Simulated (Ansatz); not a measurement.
## ZnO: phonons across the zone

Method: DFT PBE, scalar-relativistic, plane waves, PAW (Ansatz 0.2.0). Settings: 420 eV plane-wave cutoff, Γ-centred 12×12×6 mesh, fixed occupations. No spin polarisation. Phonons by linear response, acoustic sum rule imposed.

Equilibrium structure at this level:
```
CELL_PARAMETERS angstrom
3.27947 0.00000 0.00000
-1.63974 2.84011 0.00000
0.00000 0.00000 5.29371
ATOMIC_POSITIONS crystal
Zn 0.33333 0.66667 0.00151
Zn 0.66667 0.33333 0.50151
O 0.33333 0.66667 0.38059
O 0.66667 0.33333 0.88059
```

It was relaxed at this level from a measured cell (COD). The q mesh is coarse, so values between its points are rough.

Force constants from linear response on a 3×3×1 q mesh.

(1) Is the structure dynamically stable on the q mesh?

(2) Give the frequencies (cm⁻¹) at the zone-boundary points of high symmetry (interpolated where a point lies off the q mesh).

Answers

(1) Yes, on this mesh: no mode is imaginary.

(2)
```
point                  q                                      frequencies
    M  0.500 0.000 0.000   88 119 138 156 226 242 396 402 443 458 510 514
    K  0.333 0.333 0.000  136 138 138 171 220 220 430 430 445 484 484 490
    A  0.000 0.000 0.500      66 66 66 66 169 169 379 379 379 379 510 510
    L  0.500 0.000 0.500  116 116 117 117 238 238 420 420 433 433 514 514
    H  0.333 0.333 0.500  111 111 153 153 227 227 431 431 467 467 488 488
```
